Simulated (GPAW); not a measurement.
Crystal: ZrN.

```xyz
2
Lattice="0.0000 2.3000 2.3000 2.3000 0.0000 2.3000 2.3000 2.3000 0.0000" Properties=species:S:1:pos:R:3 pbc="T T T"
Zr    2.3000    2.3000    2.3000
N     0.0000    0.0000    0.0000
```

- Program: GPAW 26.7.0
- Task: single point
- Functional: PBE
- Potentials or basis: GPAW PAW data sets (gpaw-data 1.2.1)
- Cutoff: 800 eV
- Basis: pw
- k mesh: 10 × 10 × 10
- Occupations: fermi-dirac, width 0.05 eV
- Spin: no spin polarisation

On this cell: pressure -2.8 GPa; largest force zero by symmetry; band gap on the k mesh none (metal or under the smearing width).

The same run follows on a disturbed copy (atoms moved at random, drawn with an rms of 0.05 Å):

```
CELL_PARAMETERS angstrom
0.00000 2.30000 2.30000
2.30000 0.00000 2.30000
2.30000 2.30000 0.00000
ATOMIC_POSITIONS crystal
Zr 0.49908 0.50418 0.49783
N 0.00043 0.99544 0.00642
```

Problem. What does the disturbed cell give?

Solution. The energy (extrapolated to zero smearing) moves by +1.9 meV/atom; pressure -2.7 GPa; largest force 0.273 eV/Å; band gap on the k mesh none (metal or under the smearing width).

Forces in eV/Å, atoms in the order of the input:
```
Zr  -0.004  0.219 -0.163
N    0.004 -0.219  0.163
```

Stress tensor (GPa, compression positive):
```
-2.79  0.00  0.00
 0.00 -2.67  0.04
 0.00  0.04 -2.72
```
